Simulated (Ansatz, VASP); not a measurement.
Two plane-wave programs on SiC (Moissanite 3C)

File POSCAR:

```
SiC
1.0
    0.0000000000      2.0220063138      2.0220063138
    2.0220063138      0.0000000000      2.0220063138
    2.0220063138      2.0220063138      0.0000000000
Si C
1 1
Direct
    0.0000000000      0.0000000000      0.0000000000
    0.2500000000      0.2500000000      0.2500000000
```

Contents of INCAR.step1:

```
SYSTEM = SiC
PREC     = Accurate       ! precision mode
ENCUT    = 520            ! plane-wave cutoff, eV
ISMEAR   = 0              ! smearing method
SIGMA    = 0.05           ! smearing width, eV
LREAL    = .FALSE.        ! projectors in reciprocal space
LASPH    = .TRUE.         ! aspherical terms in the spheres
NELM     = 80             ! most SCF steps
NBANDS   = 11             ! bands
GGA      = PE             ! functional
ALGO     = Normal         ! electronic algorithm
EDIFF    = 1E-4           ! SCF threshold, eV
LWAVE    = .TRUE.         ! write WAVECAR
LCHARG   = .FALSE.        ! write CHGCAR
```

INCAR.step2

```
SYSTEM = SiC
PREC     = Accurate       ! precision mode
ENCUT    = 520            ! plane-wave cutoff, eV
EDIFF    = 1E-7           ! SCF threshold, eV
ISMEAR   = 0              ! smearing method
SIGMA    = 0.05           ! smearing width, eV
LREAL    = .FALSE.        ! projectors in reciprocal space
LASPH    = .TRUE.         ! aspherical terms in the spheres
NELM     = 80             ! most SCF steps
ALGO     = Normal         ! electronic algorithm
ISIF     = 2              ! what is computed and relaxed
LWAVE    = .FALSE.        ! write WAVECAR
LCHARG   = .TRUE.         ! write CHGCAR
METAGGA  = R2SCAN         ! meta-GGA
LMIXTAU  = .TRUE.       
LELF     = .TRUE.         ! ELF
LVHAR    = .TRUE.       
NBANDS   = 11             ! bands
ISTART   = 1
```

Contents of KPOINTS:

```
Automatic mesh
0
G
  10 10 10
  0 0 0
```

Input for Ansatz:

```yaml
crystal:
  lattice:
    - [0.0, 2.0220063138, 2.0220063138]
    - [2.0220063138, 0.0, 2.0220063138]
    - [2.0220063138, 2.0220063138, 0.0]
  atoms:
    - { symbol: Si, position: [0.0, 0.0, 0.0] }
    - { symbol: C, position: [0.25, 0.25, 0.25] }
basis:
  ecutwfc: 500
  ecutrho_ratio: 4
kpoints:
  mp_grid: { grid: [10, 10, 10] }
hamiltonian:
  xc: r2scan
scf:
  occupations: { method: gaussian, width: 0.05 }
output:
  forces: true
  stress: true
  eigenvalues: true
```

Alike in both runs: task single point; functional r2SCAN; k mesh 10 × 10 × 10; occupations gaussian, width 0.05 eV; no spin polarisation.

|  | VASP | Ansatz |
| --- | --- | --- |
| version | VASP 6.6.1 | Ansatz 0.2.0 |
| potentials or method | VASP PAW PBE potentials, release 64 (Si, C) | scalar-relativistic, plane waves, PAW |
| plane-wave cutoff (eV) | 520 | 500 |
| valence electrons in the cell | 8 | 8 |

Ansatz gave:

```
gap on the k mesh at the Fermi level (eV) : 1.53
least direct gap on the mesh (eV)         : 5.29
```

Which values does VASP return?

gap on the k mesh at the Fermi level (eV): 1.55; least direct gap on the mesh (eV): 5.31.

With one functional, cell and mesh, what is left measures potentials, basis and numerics.

 A k mesh can miss the band edges. r2SCAN opens gaps a little over a GGA but as a rule still falls short of measured ones.
